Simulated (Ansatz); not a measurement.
Structure: La2O3 in the A-La2O3 structure, at its r2SCAN minimum. Space group P-3m1 (No. 164), trigonal; conventional cell a = 3.935 Å, c = 6.126 Å, 16.43 Å³ an atom. La is surrounded by 7 O at 2.37–2.73 Å; O is surrounded by 6 La at 2.73 Å; O is surrounded by 4 La at 2.37–2.45 Å.

```
CELL_PARAMETERS angstrom
3.93509 0.00000 0.00000
-1.96755 3.40789 0.00000
0.00000 0.00000 6.12623
ATOMIC_POSITIONS crystal
La 0.33333 0.66667 0.24616
La 0.66667 0.33333 0.75384
O 0.00000 0.00000 0.00000
O 0.33333 0.66667 0.64611
O 0.66667 0.33333 0.35389
```

3 runs of the plane-wave code Ansatz on this cell differ in the functional (and in the settings that go with it). Levels are in eV from each run's valence top; v1 is the last filled band, c1 the first empty one.

Run A, mean stress 0.0 GPa (compression positive):
```
point     v4     v3     v2     v1    c1    c2
    Γ  -1.65  -0.38  -0.38  -0.12  4.75  5.09
    M  -0.74  -0.68  -0.42  -0.30  4.28  5.21
    K  -0.82  -0.82  -0.80  -0.12  4.23  5.26
```

Run B, mean stress -6.9 GPa (compression positive):
```
point     v4     v3     v2     v1    c1    c2
    Γ  -1.70  -0.39  -0.39  -0.12  4.12  4.50
    M  -0.72  -0.64  -0.42  -0.30  3.74  4.58
    K  -0.83  -0.83  -0.81  -0.09  3.73  4.63
```

Run C, mean stress +1.3 GPa (compression positive):
```
point     v4     v3     v2     v1    c1    c2
    Γ  -1.65  -0.38  -0.38  -0.11  4.27  4.56
    M  -0.73  -0.65  -0.41  -0.29  3.84  4.65
    K  -0.81  -0.81  -0.79  -0.11  3.86  4.69
```

Problem. Match the runs to LDA, PBE, r2SCAN.

Solution. A is r2SCAN, B is LDA, C is PBE. In order of the gap: LDA 3.73, PBE 3.84, r2SCAN 4.23 eV. The stress vanishes for r2SCAN, which relaxed the cell.

All values are calculated for a non-magnetic cell, which may be hypothetical.

The runs are scalar-relativistic, without spin-orbit coupling.
